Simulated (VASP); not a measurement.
# TiC (Fm-3m) in VASP: settings compared, part 2 of 2

VASP 6.6.1. The steps go on from the part before.

## (3) Band structure, PBEsol

This run uses another cell than the first one, of 9.90 Å³/atom, 1.022 times its volume.

File INCAR:

```
SYSTEM = TiC
PREC = Accurate
ENCUT = 520
EDIFF = 1E-7
ISMEAR = 1
SIGMA = 0.1
LREAL = .False.
LASPH = .True.
NELM = 80
ALGO = Fast
ISIF = 2
LWAVE = .False.
LCHARG = .False.
LMAXMIX = 4
GGA = PS
NBANDS = 15
ICORELEVEL = 1
```

File KPOINTS:

```
Automatic mesh
0
Gamma
  14 14 14
  0 0 0
```

File POSCAR:

```
TiC                                     
1.0
    0.0000000000      2.1471057723      2.1471057723
    2.1471057723      0.0000000000      2.1471057723
    2.1471057723      2.1471057723      0.0000000000
  Ti              C             
     1     1
Direct
     0.0000000000000000    0.0000000000000000    0.0000000000000000
     0.5000000000000000    0.5000000000000000    0.5000000000000000
```

File KPOINTS_OPT:

```
explicit points
209
Reciprocal
 0.0000000000  0.0000000000  0.0000000000 1
 0.0263157895  0.0000000000  0.0263157895 1
 0.0526315789  0.0000000000  0.0526315789 1
 0.0789473684  0.0000000000  0.0789473684 1
 0.1052631579  0.0000000000  0.1052631579 1
 0.1315789474  0.0000000000  0.1315789474 1
[... 201 lines left out ...]
 0.4250000000  0.0000000000  0.4250000000 1
 0.4500000000  0.0000000000  0.4500000000 1
```

Potentials or basis: VASP PAW PBE potentials, release 64 (Ti_sv, C).

Started as:

```sh
> cat potpaw_PBE.64/Ti_sv/POTCAR potpaw_PBE.64/C/POTCAR > POTCAR
> mpirun -np 1 vasp_std > vasp.out
```

Wall time 53 s (1 thread of Intel Xeon Platinum 8488C (Sapphire Rapids), shared host); peak memory 0.17 GiB.

Results (log left out):

| Item | Value |
| --- | --- |
| Free energy | -19.8018 eV |
| Pressure | 0.1 GPa |
| Band gap along the path | none (metal or under the smearing width) |

Levels at the corners of the path, in eV from the Fermi level:
```
point  band 4  band 5  band 6  band 7  band 8  band 9  band 10  band 11  band 12  band 13
    Γ  -32.37  -12.49    0.67    0.67    0.67    1.74     1.74     1.74     1.78     1.78
    X  -32.56  -10.16   -3.46   -1.75    0.00    0.00     2.83     3.65     3.65     6.11
    X  -32.56  -10.16   -3.46   -1.75    0.00    0.00     2.83     3.65     3.65     6.11
    W  -32.56   -9.52   -3.21   -3.21   -2.77    2.88     2.88     3.66     5.38     5.40
    W  -32.56   -9.52   -3.21   -3.21   -2.77    2.88     2.88     3.66     5.38     5.40
    K  -32.51   -9.60   -3.57   -3.40   -1.75    1.49     3.25     3.97     5.64     5.79
    K  -32.51   -9.60   -3.57   -3.40   -1.75    1.49     3.25     3.97     5.64     5.79
    Γ  -32.37  -12.49    0.67    0.67    0.67    1.74     1.74     1.74     1.78     1.78
    Γ  -32.37  -12.49    0.67    0.67    0.67    1.74     1.74     1.74     1.78     1.78
    L  -32.42   -8.84   -5.99   -2.98   -2.98    3.02     3.02     4.26     8.30     8.47
    L  -32.42   -8.84   -5.99   -2.98   -2.98    3.02     3.02     4.26     8.30     8.47
    U  -32.51   -9.60   -3.57   -3.40   -1.75    1.49     3.25     3.97     5.64     5.79
    U  -32.51   -9.60   -3.57   -3.40   -1.75    1.49     3.25     3.97     5.64     5.79
    W  -32.56   -9.52   -3.21   -3.21   -2.77    2.88     2.88     3.66     5.38     5.40
    W  -32.56   -9.52   -3.21   -3.21   -2.77    2.88     2.88     3.66     5.38     5.40
    L  -32.42   -8.84   -5.99   -2.98   -2.98    3.02     3.02     4.26     8.30     8.47
    L  -32.42   -8.84   -5.99   -2.98   -2.98    3.02     3.02     4.26     8.30     8.47
    K  -32.51   -9.60   -3.57   -3.40   -1.75    1.49     3.25     3.97     5.64     5.79
    U  -32.51   -9.60   -3.57   -3.40   -1.75    1.49     3.25     3.97     5.64     5.79
    X  -32.56  -10.16   -3.46   -1.75    0.00    0.00     2.83     3.65     3.65     6.11
```

Core levels (eV, on the scale of the bands):
```
atom                            levels
1 Ti  1s -4852.8, 2s -521.5, 2p -428.8
 2 C                         1s -255.2
```

Caveat: the PAW data sets were made with another functional, which shifts forces and pressure a little.

## (4) Band structure, PBE

This run uses another cell than the first one, of 10.17 Å³/atom, 1.050 times its volume.

File INCAR:

```
SYSTEM = TiC
PREC     = Accurate       ! precision mode
ENCUT    = 520            ! plane-wave cutoff, eV
EDIFF    = 1E-6           ! SCF threshold, eV
ISMEAR   = 1              ! smearing method
SIGMA    = 0.1            ! smearing width, eV
LREAL    = .FALSE.        ! projectors in reciprocal space
LASPH    = .TRUE.         ! aspherical terms in the spheres
NELM     = 80             ! most SCF steps
ALGO     = Fast           ! electronic algorithm
ISIF     = 2              ! what is computed and relaxed
LWAVE    = .FALSE.        ! write WAVECAR
LCHARG   = .FALSE.        ! write CHGCAR
LMAXMIX  = 4              ! l up to which the mixer works
GGA      = PE             ! functional
NBANDS   = 15             ! bands
ICORELEVEL= 1
```

File KPOINTS:

```
Automatic mesh
0
G
  14 14 14
  0 0 0
```

File POSCAR:

```
TiC                                     
1.0
    0.0000000000      2.1667845968      2.1667845968
    2.1667845968      0.0000000000      2.1667845968
    2.1667845968      2.1667845968      0.0000000000
  Ti              C             
     1     1
Direct
     0.0000000000000000    0.0000000000000000    0.0000000000000000
     0.5000000000000000    0.5000000000000000    0.5000000000000000
```

KPOINTS_OPT is that of step 3.

Started as:

```sh
> cat potpaw_PBE.64/Ti_sv/POTCAR potpaw_PBE.64/C/POTCAR > POTCAR
> mpirun -np 1 vasp_std > vasp.out
```

Wall time 41 s (1 thread of Intel Xeon Platinum 8488C (Sapphire Rapids), shared host); peak memory 0.18 GiB.

The run converged. Its results:

```
Free energy             : -18.7091 eV
Pressure                : 0.1 GPa
Band gap along the path : none (metal or under the smearing width)
```

Levels at the corners of the path, in eV from the Fermi level:
| point | band 5 | band 6 | band 7 | band 8 | band 9 | band 10 | band 11 | band 12 |
| --- | --- | --- | --- | --- | --- | --- | --- | --- |
| Γ | -12.39 | 0.69 | 0.69 | 0.69 | 1.68 | 1.68 | 1.68 | 1.71 |
| X | -10.11 | -3.43 | -1.61 | -0.03 | -0.03 | 2.70 | 3.51 | 3.51 |
| X | -10.11 | -3.43 | -1.61 | -0.03 | -0.03 | 2.70 | 3.51 | 3.51 |
| W | -9.51 | -3.14 | -3.14 | -2.70 | 2.79 | 2.79 | 3.51 | 5.09 |
| W | -9.51 | -3.14 | -3.14 | -2.70 | 2.79 | 2.79 | 3.51 | 5.09 |
| K | -9.59 | -3.46 | -3.34 | -1.72 | 1.46 | 3.13 | 3.81 | 5.41 |
| K | -9.59 | -3.46 | -3.34 | -1.72 | 1.46 | 3.13 | 3.81 | 5.41 |
| Γ | -12.39 | 0.69 | 0.69 | 0.69 | 1.68 | 1.68 | 1.68 | 1.71 |
| Γ | -12.39 | 0.69 | 0.69 | 0.69 | 1.68 | 1.68 | 1.68 | 1.71 |
| L | -8.92 | -5.83 | -2.89 | -2.89 | 2.91 | 2.91 | 4.09 | 8.14 |
| L | -8.92 | -5.83 | -2.89 | -2.89 | 2.91 | 2.91 | 4.09 | 8.14 |
| U | -9.59 | -3.46 | -3.34 | -1.72 | 1.46 | 3.13 | 3.81 | 5.41 |
| U | -9.59 | -3.46 | -3.34 | -1.72 | 1.46 | 3.13 | 3.81 | 5.41 |
| W | -9.51 | -3.14 | -3.14 | -2.70 | 2.79 | 2.79 | 3.51 | 5.09 |
| W | -9.51 | -3.14 | -3.14 | -2.70 | 2.79 | 2.79 | 3.51 | 5.09 |
| L | -8.92 | -5.83 | -2.89 | -2.89 | 2.91 | 2.91 | 4.09 | 8.14 |
| L | -8.92 | -5.83 | -2.89 | -2.89 | 2.91 | 2.91 | 4.09 | 8.14 |
| K | -9.59 | -3.46 | -3.34 | -1.72 | 1.46 | 3.13 | 3.81 | 5.41 |
| U | -9.59 | -3.46 | -3.34 | -1.72 | 1.46 | 3.13 | 3.81 | 5.41 |
| X | -10.11 | -3.43 | -1.61 | -0.03 | -0.03 | 2.70 | 3.51 | 3.51 |

Core levels (eV, on the scale of the bands):
```csv
atom,levels
1 Ti,"1s -4853.0, 2s -521.8, 2p -429.1"
2 C,1s -255.2
```

## (5) The runs side by side

| level | potentials or basis | cell | further INCAR settings | pressure (GPa) |
| --- | --- | --- | --- | --- |
| LDA | VASP PAW LDA potentials, release 64 (Ti_sv, C) | Fm-3m, 9.69 Å³/atom | ALGO = Fast; EDIFF = 1e-07; NBANDS = 15 | 0.1 |
| PBEsol | VASP PAW PBE potentials, release 64 (Ti_sv, C) | Fm-3m, 9.9 Å³/atom | ALGO = Fast; EDIFF = 1e-07; NBANDS = 15 | 0.1 |
| PBE | VASP PAW PBE potentials, release 64 (Ti_sv, C) | Fm-3m, 10.17 Å³/atom | ALGO = Fast; EDIFF = 1e-06; NBANDS = 15 | 0.1 |

Alike in all rows: task band structure; no spin polarisation; k mesh 14 × 14 × 14; cutoff (eV) 520; smearing methfessel-paxton 0.1 eV.

Caveats: the PAW data sets were made with another functional, which shifts forces and pressure a little (some runs).

Absolute energies hang on the potentials; compare differences alone.
